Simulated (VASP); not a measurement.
Runs of VASP 6.6.1 on GaSb. The structure is cubic, space group F-43m (No. 216). The conventional cell has a = 6.118 Å, b = 6.118 Å, c = 6.118 Å, α = 90.00°, β = 90.00°, γ = 90.00°. Sb (site symmetry -43m) is surrounded by 4 Ga at 2.65 Å. Ga (site symmetry -43m) has 4 Sb at 2.65 Å as nearest neighbours. 

```tsv
level	further INCAR settings	gap on the mesh (eV)	pressure (GPa)
PBEsol	ALGO = Fast; EDIFF = 1e-06	-	-0.1
PW91	ALGO = Fast; EDIFF = 1e-06	-	2.4
BLYP	ALGO = Fast; EDIFF = 1e-06	-	5.6
SCAN	ALGO = Normal; EDIFF = 1e-06	-	0.1
r2SCAN	ALGO = Normal; EDIFF = 1e-06	(c)	0.4
RPBE	ALGO = Fast; EDIFF = 1e-06	(a)	(b)
TB-mBJ	ALGO = Normal; EDIFF = 1e-06	0.86	-
revPBE	ALGO = Fast; EDIFF = 1e-06	0.11	3.5
```

Alike in all rows: task band structure; potentials or basis VASP PAW PBE potentials, release 64 (Sb, Ga_d); no spin polarisation; cell as given; k mesh 8 × 8 × 8; cutoff (eV) 520; smearing fermi-dirac 0.05 eV.

Estimate the missing entries.

(a) 0.13; (b) 3.9; (c) 0.45.

Caveats: the PAW data sets were made with another functional, which shifts forces and pressure a little; spin-orbit coupling is left out, which moves the levels of the heavy elements.

A k mesh can miss the band edges, and the runs leave out spin-orbit coupling on Ga, Sb.
